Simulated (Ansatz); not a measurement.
# As (bcc type): the cost of one run

Computed with Ansatz 0.2.0 (DFT, PBE, PAW with Ansatz's default frozen-core files, scalar-relativistic, unless a step's input says otherwise).

### 1 The starting structure

Symmetry: Im-3m, No. 229, cubic system. Conventional cell: a = 3.362 Å, b = 3.362 Å, c = 3.362 Å, α = 90.00°, β = 90.00°, γ = 90.00°. Around As (site symmetry m-3m) lie 8 As at 2.91 Å.

As a file:

```
CELL_PARAMETERS angstrom
-1.68099 1.68099 1.68099
1.68099 -1.68099 1.68099
1.68099 1.68099 -1.68099
ATOMIC_POSITIONS crystal
As 0.00000 0.00000 0.00000
```

Whether this phase is the stable one at these pressures isn't tested.

### 2 Cell relaxed at zero pressure, PAW

Contents of input.yaml:

```yaml
crystal:
  lattice:
    - [-1.6809877034, 1.6809877034, 1.6809877034]
    - [1.6809877034, -1.6809877034, 1.6809877034]
    - [1.6809877034, 1.6809877034, -1.6809877034]
  atoms:
    - { symbol: As, position: [0.0, 0.0, 0.0] }
kpoints:
  mp_grid: { grid: [16, 16, 16] }
scf:
  occupations: { method: fermi_dirac, width: 0.05 }
hamiltonian:
  xc: pbe
  pseudopotentials: { kind: paw }
output:
  forces: true
  stress: true
relax:
  f_tol: 0.005
  max_steps: 40
  cell: {}
```

Launch:

```sh
$ ansatz run input.yaml --threads 1 --pin off --max-ram 2048MiB --backend cpu --events-out ev --progress --plain --runs-dir out
```

Q: Estimate wall time and peak memory on 1 thread of Intel Xeon 6975P-C (Granite Rapids), shared host.

About 2.9 s, with a peak of 0.37 GiB.
